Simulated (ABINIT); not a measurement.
Runs of ABINIT 10.8.3 (patched build) on MgS (Niningerite). Symmetry: Fm-3m, No. 225, cubic system. Conventional cell: a = 5.203 Å, b = 5.203 Å, c = 5.203 Å, α = 90.00°, β = 90.00°, γ = 90.00°. S (site symmetry m-3m) is surrounded by 6 Mg at 2.60 Å. Mg (site symmetry m-3m) is surrounded by 6 S at 2.60 Å. 

```csv
task,level,potentials or basis,cell,k mesh,cutoff (eV),smearing,cutoff of the screening (Ha),bands in the sums,wave-function cutoff in the screening (Ha),imaginary frequencies,cutoffs of the response (Ha),mesh quality,gap on the mesh (eV),pressure (GPa),relaxed volume (Å³/atom)
relaxation of cell and atoms,PBEsol,PseudoDojo NC SR PBEsol v0.4.1 standard,relaxed,7 × 7 × 7,1143,fermi-dirac 0.05 eV,-,-,-,-,-,not flagged,(a),0.0,17.41
single point,PBE,PseudoDojo NC SR PBE v0.5 stringent,as given,7 × 7 × 7,1034,fermi-dirac 0.05 eV,-,-,-,-,-,not flagged,3.00,0.7,-
single point,LDA,PseudoDojo NC SR LDA v0.4.1 standard,as given,7 × 7 × 7,1143,fermi-dirac 0.05 eV,-,-,-,-,-,not flagged,2.78,(b),-
effective masses,PBE,PseudoDojo NC SR PBE v0.4.1 standard,as given,6 × 6 × 6,1088,fixed,-,-,-,-,-,not flagged,-,(c),-
relaxation of cell and atoms,PBE,PseudoDojo NC SR PBE v0.5 standard,relaxed,7 × 7 × 7,1143,fermi-dirac 0.05 eV,-,-,-,-,-,not flagged,2.96,0.0,17.90
dielectric tensor,LDA,PseudoDojo NC SR LDA v0.4.1 standard,as given,"4 × 4 × 4, with 4 shifts",1088,fixed,-,-,-,-,-,not flagged,-,-3.3,-
single point,LDA,PseudoDojo NC SR LDA v0.4.1 standard,as given,7 × 7 × 7,1088,fermi-dirac 0.05 eV,-,-,-,-,-,not flagged,2.78,-3.3,-
dielectric tensor,PBEsol,PseudoDojo NC SR PBEsol v0.4.1 standard,as given,"4 × 4 × 4, with 4 shifts",1034,fixed,-,-,-,-,-,not flagged,-,-1.4,-
one-shot levels of the hybrid PBE0,PBE,PseudoDojo NC SR PBE v0.4.1 standard,as given,6 × 6 × 6,1088,fixed,-,16,-,-,-,not flagged,2.78,-,-
```

Alike in all rows: no spin polarisation.

Question: Fill in the values left out.

Answer: (a) 2.94; (b) -3.2; (c) 1.1.

Caveats: an odd mesh through Γ misses points on the zone boundary, where band edges often lie (some runs); the masses are taken at a mesh point that needn't be the band's extremum (some runs); the cell is more than 3 GPa from zero pressure, which shifts response properties (some runs).

Not every run made on this cell is shown here.
